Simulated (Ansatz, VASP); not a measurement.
**Si: VASP beside Ansatz**

Contents of INCAR:

```
SYSTEM = Si
  PREC = Accurate
  ENCUT = 520
  EDIFF = 1E-6
  ISMEAR = 0
  SIGMA = 0.15
  LREAL = .False.
  LASPH = .True.
  NELM = 100
  ALGO = Normal
  ISIF = 2
  LWAVE = .False.
  LCHARG = .True.
  GGA = PE
  IVDW = 12
  LELF = .True.
  LVHAR = .True.
  NBANDS = 8
```

KPOINTS

```
Automatic mesh
0
Gamma
  28 28 28
  0 0 0
```

POSCAR

```
Si
1.0
    0.0000000000      1.9480334539      1.9480334539
    1.9480334539      0.0000000000      1.9480334539
    1.9480334539      1.9480334539      0.0000000000
Si
1
Direct
    0.0000000000      0.0000000000      0.0000000000
```

Input for Ansatz:

```yaml
crystal:
  lattice:
    - [0.0, 1.9480334539, 1.9480334539]
    - [1.9480334539, 0.0, 1.9480334539]
    - [1.9480334539, 1.9480334539, 0.0]
  atoms:
    - { symbol: Si, position: [0.0, 0.0, 0.0] }
basis:
  ecutwfc: 420
kpoints:
  mp_grid: { grid: [28, 28, 28] }
hamiltonian:
  xc: pbe
  dispersion: d3bj
scf:
  occupations: { method: gaussian, width: 0.15 }
output:
  forces: true
  stress: true
  eigenvalues: true
  write_density: true
  write_potential: true
  elf: true
  volumetric_format: npy
```

Change from the starting cell: strain +0.025 along x and y, +0.025 along z, atoms carried along.

Alike in both runs: task single point; functional PBE; dispersion D3(BJ); k mesh 28 × 28 × 28; occupations gaussian, width 0.15 eV; no spin polarisation.

```csv
,VASP,Ansatz
version,VASP 6.6.1,Ansatz 0.2.0
potentials or method,"VASP PAW PBE potentials, release 64 (Si)","scalar-relativistic, plane waves, PAW"
plane-wave cutoff (eV),520,420
valence electrons in the cell,4,4
```

```tsv
	VASP	Ansatz	Ansatz less VASP
gap on the k mesh at the Fermi level (eV)	none	none	-
pressure (GPa)	-6.4	-6.4	+0.02
```

A gap of «none» marks a metal or a gap that the smearing closes.

Caveats: pairwise dispersion overbinds metals, which lowers pressure and volume.
